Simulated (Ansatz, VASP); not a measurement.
**MgI2 in VASP and in Ansatz**

```
Mg I
1.0
     4.15370    0.00000    0.00000
    -2.07685    3.59721    0.00000
     0.00000    0.00000    7.06786
Mg I
1 2
Direct
  0.00000 0.00000 0.00000
  0.33333 0.66667 0.75763
  0.66667 0.33333 0.24237
```

Change from the starting cell: strain +0.000 along x and y, +0.030 along z, atoms carried along.

Alike in both runs: task single point; functional PBEsol; k mesh 6 × 6 × 4; occupations gaussian, width 0.05 eV; no spin polarisation.

|  | VASP | Ansatz |
| --- | --- | --- |
| version | VASP 6.6.1 | Ansatz 0.2.0 |
| potentials or method | VASP PAW PBE potentials, release 64 (Mg, I) | scalar-relativistic, plane waves, PAW |
| plane-wave cutoff (eV) | 520 | 420 |
| valence electrons in the cell | 16 | 44 |

|  | VASP | Ansatz | Ansatz less VASP |
| --- | --- | --- | --- |
| gap on the k mesh at the Fermi level (eV) | 3.44 | 3.46 | +0.011 |
| least direct gap on the mesh (eV) | 3.52 | 3.53 | +0.008 |
| pressure (GPa) | -1.0 | -1.0 | +0.03 |
| largest component of the traceless stress (GPa) | 0.28 | 0.29 | +0.004 |
| rms of the force components (eV/Å) | 0.120 | 0.117 | -0.0025 |

Atom by atom the forces differ by 0.002 eV/Å (rms over components). With one functional, cell and mesh, what is left measures potentials, basis and numerics. The two sets of potentials don't hold the same shells in valence.

Caveats: the PAW data sets were made with another functional, which shifts forces and pressure a little (VASP); spin-orbit coupling is left out, which moves the levels of the heavy elements; this functional lacks dispersion, which binds the layers, so the pressure and a relaxed spacing across them are unreliable. A k mesh can miss the band edges.
